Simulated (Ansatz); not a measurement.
# Bands, cutoff and cost in G0W0 for InSe (GaSe-type monolayer)

Wanted: a G0W0 gap for InSe (GaSe-type monolayer) that is converged in bands and cutoff, or an estimate of the limit.

Program: Ansatz 0.2.0. Level of theory: G0W0 on PBE, plane waves, PAW; PAW set soft_1. Results are calculated unless marked as measured.

Most raw output is cut from this account.

### 1. Starting point

The cell holds 4 atoms: 2 In and 2 Se. Cell: a = 4.085 Å, b = 4.085 Å, c = 33.900 Å, α = 90.0°, β = 90.0°, γ = 120.0°. Vacuum lies along c.

The structure was relaxed with PBE. The runs that relaxed it are not among those shown. The Coulomb interaction is cut off across the vacuum.

### 2. 210 empty bands, screening to 33 eV

Now the one-shot GW correction: screening in the RPA, then the self-energy of the levels asked for. This step takes PAW set soft_1 files.

The input, input.yaml:

```yaml
crystal:
  lattice:
    - [4.0850824946, 0.0, 0.0]
    - [-2.0425412473, 3.5377852169, 0.0]
    - [0.0, 0.0, 33.9]
  atoms:
    - { symbol: In, position: [0.3333333333, 0.6666666667, 0.5416640231] }
    - { symbol: In, position: [0.3333333333, 0.6666666667, 0.4583359769] }
    - { symbol: Se, position: [0.6666666667, 0.3333333333, 0.5792476099] }
    - { symbol: Se, position: [0.6666666667, 0.3333333333, 0.4207523901] }
  periodic: [true, true, false]
kpoints:
  mp_grid: { grid: [6, 6, 1] }
hamiltonian:
  xc: pbe
  pseudopotentials: { kind: paw, azcp: { folder: soft_1 } }
scf:
  occupations: { method: fixed }
gw:
  n_empty_bands: 210
  ecut_chi: 33.0
  qp_bands: [v2, c2]
  qp_kpoints: band_edges
  screening: { model: contour_deformation }
```

Launch:

```console
$ ansatz run input.yaml --threads 2 --pin off --max-ram 73728MiB --backend cuda --events-out ev --progress --plain --runs-dir out --devices 1 --max-vram 13GiB
```

Run time: 14 s. Hardware: 1 × NVIDIA H100 80GB HBM3 (shared by 6 runs) with 2 threads of AMD EPYC 7R13 (Zen 3), shared host; peak memory 1.5 GiB; 14 s of CPU time.

This step gave:

* bands summed: 239
* plane waves in the screening matrix: 181
* q-points in the mesh: 36
* G0W0 gap on the mesh: 2.552 eV
* k of the valence top: 0, 0.1667, 0
* k of the conduction bottom: 0, 0, 0
* starting gap on the mesh: 1.400 eV
* Z at the valence top: 0.7460
* Z at the conduction bottom: 0.7731
* least direct G0W0 gap on the computed points: 2.638 eV

The gap on the mesh goes from 1.40 eV to 2.55 eV, a correction of +1.15 eV. Between the two edge states, bare exchange in place of the xc potential would open the gap by 5.16 eV, and correlation takes back 4.00 eV.

### 3. 596 empty bands, screening to 66 eV

Another rung: the empty bands reach about as high as the screening cutoff, so the two stay in balance.

Changes to input.yaml since step 2:

```diff
@@ -19,4 +19,4 @@
 gw:
-  n_empty_bands: 210
-  ecut_chi: 33.0
+  n_empty_bands: 596
+  ecut_chi: 66.0
   qp_bands: [v2, c2]
```

The job ended after 47 s (1 × NVIDIA H100 80GB HBM3 (shared by 6 runs) with 2 threads; peak memory 2.5 GiB; 60 s of CPU time).

This step gave:

| Item | Value |
| --- | --- |
| bands summed | 625 |
| plane waves in the screening matrix | 615 |
| q-points in the mesh | 36 |
| G0W0 gap on the mesh | 2.566 eV |
| k of the valence top | 0, 0.1667, 0 |
| k of the conduction bottom | 0, 0, 0 |
| starting gap on the mesh | 1.400 eV |
| Z at the valence top | 0.7409 |
| Z at the conduction bottom | 0.7689 |
| least direct G0W0 gap on the computed points | 2.629 eV |

Against the run with 6×6×1 mesh, 210 empty bands, screening to 33 eV, PAW set soft_1 files, the gap moves by +0.014 eV.

### 4. 1283 empty bands, screening to 110 eV

Changes to input.yaml since step 3:

```diff
@@ -18,5 +18,6 @@
   occupations: { method: fixed }
+  convergence: { dr2_threshold: 1.0e-10 }
 gw:
-  n_empty_bands: 596
-  ecut_chi: 66.0
+  n_empty_bands: 1283
+  ecut_chi: 110.0
   qp_bands: [v2, c2]
```

It took 1.8 min on 1 × NVIDIA H100 80GB HBM3 (shared by 6 runs) with 2 threads; peak memory 4.8 GiB.

Numbers from this step:

- bands summed: 1312
- plane waves in the screening matrix: 1317
- G0W0 gap on the mesh: 2.575 eV
- k of the valence top: 0, 0.1667, 0
- k of the conduction bottom: 0, 0, 0
- starting gap on the mesh: 1.400 eV
- least direct G0W0 gap on the computed points: 2.630 eV

Against the run with 6×6×1 mesh, 596 empty bands, screening to 66 eV, PAW set soft_1 files, the gap moves by +0.008 eV.

### 5. Changing the k mesh: 3×3×1 mesh, 596 empty bands, screening to 66 eV, PAW set soft_1 files

A second mesh at equal bands and cutoff isolates the sampling error. Bands and cutoff differ from the step before, so it is read against an earlier run that matches them.

Changes to input.yaml since step 4:

```diff
@@ -12,3 +12,3 @@
 kpoints:
-  mp_grid: { grid: [6, 6, 1] }
+  mp_grid: { grid: [3, 3, 1] }
 hamiltonian:
@@ -18,6 +18,5 @@
   occupations: { method: fixed }
-  convergence: { dr2_threshold: 1.0e-10 }
 gw:
-  n_empty_bands: 1283
-  ecut_chi: 110.0
+  n_empty_bands: 596
+  ecut_chi: 66.0
   qp_bands: [v2, c2]
```

Run time: 17 s. Hardware: 1 × NVIDIA H100 80GB HBM3 (shared by 6 runs) with 2 threads; peak memory 1.8 GiB.

Numbers from this step:

```
bands summed                                 : 625
plane waves in the screening matrix          : 615
G0W0 gap on the mesh                         : 2.027 eV
k of the valence top                         : 0, 0, 0
k of the conduction bottom                   : 0, 0, 0
starting gap on the mesh                     : 1.460 eV
least direct G0W0 gap on the computed points : 2.027 eV
```

Against the run with 6×6×1 mesh, 596 empty bands, screening to 66 eV, PAW set soft_1 files, the gap moves by −0.54 eV, while the start moved by +0.06 eV. A band edge is found at another k point on this mesh.

### 6. Changing the k mesh: 9×9×1 mesh, 596 empty bands, screening to 66 eV, PAW set soft_1 files

Changes to input.yaml since step 5:

```diff
@@ -12,3 +12,3 @@
 kpoints:
-  mp_grid: { grid: [3, 3, 1] }
+  mp_grid: { grid: [9, 9, 1] }
 hamiltonian:
```

Wall time 1.9 min (1 × NVIDIA H100 80GB HBM3 (shared by 6 runs) with 2 threads); peak memory 3.4 GiB; 2.8 min of CPU time.

This step gave:

| Quantity | Value |
| --- | --- |
| bands summed | 625 |
| plane waves in the screening matrix | 615 |
| G0W0 gap on the mesh | 2.626 eV |
| k of the valence top | 0, 0.1111, 0 |
| k of the conduction bottom | 0, 0, 0 |
| starting gap on the mesh | 1.402 eV |
| least direct G0W0 gap on the computed points | 2.690 eV |

Against the run with 3×3×1 mesh, 596 empty bands, screening to 66 eV, PAW set soft_1 files, the gap moves by +0.60 eV, while the start moved by −0.06 eV. A band edge is found at another k point on this mesh.

### 7. Convergence and cost

Times are wall times on 1 × NVIDIA H100 80GB HBM3 (shared by 6 runs) with 2 threads of AMD EPYC 7R13 (Zen 3), shared host, good to a factor of about two.

```
 mesh           files            frequency  bands summed  cutoff (eV)  start (eV)  G0W0 (eV)     time  host memory (GiB)
6×6×1  PAW set soft_1  contour deformation           239           33       1.400      2.552     14 s                1.5
6×6×1  PAW set soft_1  contour deformation           625           66       1.400      2.566     47 s                2.5
6×6×1  PAW set soft_1  contour deformation          1312          110       1.400      2.575  1.8 min                4.8
3×3×1  PAW set soft_1  contour deformation           625           66       1.460      2.027     17 s                1.8
9×9×1  PAW set soft_1  contour deformation           625           66       1.402      2.626  1.9 min                3.4
```

How the two edges are built up, in eV (the quasiparticle level is the starting level plus Σx plus Σc less Vxc):

```csv
run,edge,start,Σx,Σc,Vxc,Z,QP
239 bands,valence top,-5.94,-15.54,1.60,-13.60,0.75,-6.28
239 bands,conduction bottom,-4.54,-10.00,-2.40,-13.22,0.77,-3.72
625 bands,valence top,-5.94,-15.54,1.30,-13.60,0.74,-6.57
625 bands,conduction bottom,-4.54,-10.00,-2.69,-13.22,0.77,-4.01
1312 bands,valence top,-5.94,-15.54,1.11,-13.60,0.74,-6.76
1312 bands,conduction bottom,-4.54,-10.00,-2.87,-13.22,0.77,-4.19
```

### 8. What came out

```json
{"239 bands, 33 eV": "2.552 eV", "625 bands, 66 eV": "2.566 eV", "1312 bands, 110 eV": "2.575 eV", "estimated limit in bands and cutoff": "2.58 eV", "mesh and start": "6×6×1, PBE"}
```

A line in one over the bands through the two highest rungs gives 2.58 eV, +0.01 eV from the top rung; the pair below gives 2.58 eV, in fair agreement. The rungs stand 0.03 eV (239 bands), 0.02 eV (625 bands) and 0.01 eV (1312 bands) from it. From 239 to 1312 bands the gap moves by +0.02 eV while the time grows 8.0-fold. Σc changes by −0.49 eV at the valence top and −0.46 eV at the conduction bottom, so the levels themselves move more than the gap between them. On the 3×3×1 mesh in place of 6×6×1 the gap differs by −0.54 eV, of which +0.06 eV is already in the start. On the 9×9×1 mesh in place of 6×6×1 the gap differs by +0.06 eV, of which +0.002 eV is already in the start. The cheapest rung within 0.1 eV of this estimate is that with 239 bands (14 s). The mesh in the plane is coarse for a sheet; gap and any exciton binding can still move on denser ones. The many-body steps are scalar-relativistic: spin-orbit coupling is not in them.

[Paths, hosts, dates, memory and timing lines, banners, echoed tables and standing remarks are left out of the program output.]

[Logs are printed without paths, hosts, clocks, repeated set-up lines and the standing remarks that a program may print on its own settings, such as how far it seeks lower states.]

[Runs of the session that timed out or met a known fault of the program may be left out.]

[Cells called generated may have been cut or substituted from an entry of the Crystallography Open Database or the Materials Project.]

[Hosts, paths, dates, database ids (printed as entryN), source tags and the programs' standing remarks are cut or masked in the printed files.]
